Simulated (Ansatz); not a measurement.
TiSi2:

```
Ti Si
1.0
    -1.47287    1.71213    4.21208
     1.47287   -1.71213    4.21208
     1.47287    1.71213   -4.21208
Ti Si
1 2
Direct
  0.00000 0.00000 0.00000
  0.67008 0.67008 0.00000
  0.32992 0.32992 0.00000
```

The cell comes from a database or a generator and needn't be the stable form of this composition.

Base run:

* Program: Ansatz 0.2.0
* Functional: PBEsol
* Potentials or basis: all-electron LAPW, scalar-relativistic
* Cutoff: 202 eV (chosen from the basis error)
* Basis error allowed: 0.002 eV/atom
* k mesh: 12 × 12 × 12
* Occupations: fermi-dirac, width 0.05 eV
* Spin: no spin polarisation

Its results: pressure -3.6 GPa; largest force 0.067 eV/Å.

Question: The run is repeated on the same cell with these changes: functional from PBEsol to LDA. What comes out?

Answer: Pressure -6.6 GPa; largest force 0.115 eV/Å.

LDA binds more tightly than PBEsol, so the same cell stands under less pressure.
